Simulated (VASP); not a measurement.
Runs of VASP 6.6.1 on Gd. Symmetry: Im-3m, No. 229, cubic system. Conventional cell: a = 4.050 Å, b = 4.050 Å, c = 4.050 Å, α = 90.00°, β = 90.00°, γ = 90.00°. Around Gd (site symmetry m-3m) lie 8 Gd at 3.51 Å. This isn't the form of Gd at room conditions, which is hcp.

```tsv
level	moment (μB)
PBEsol	7.63
LDA	7.45
r2SCAN	7.88
BLYP	(b)
RPBE	(a)
revPBE	7.66
```

Alike in all rows: task band structure; potentials or basis VASP PAW PBE potentials, release 64 (Gd); spin collinear, ferromagnetic start; cell as given; k mesh 7 × 7 × 7; cutoff (eV) 520; smearing fermi-dirac 0.05 eV.

**Question.** Fill in the values left out.

**Answer.** (a) 7.67; (b) 7.46.

Runs at the PBE level aren't shown here.
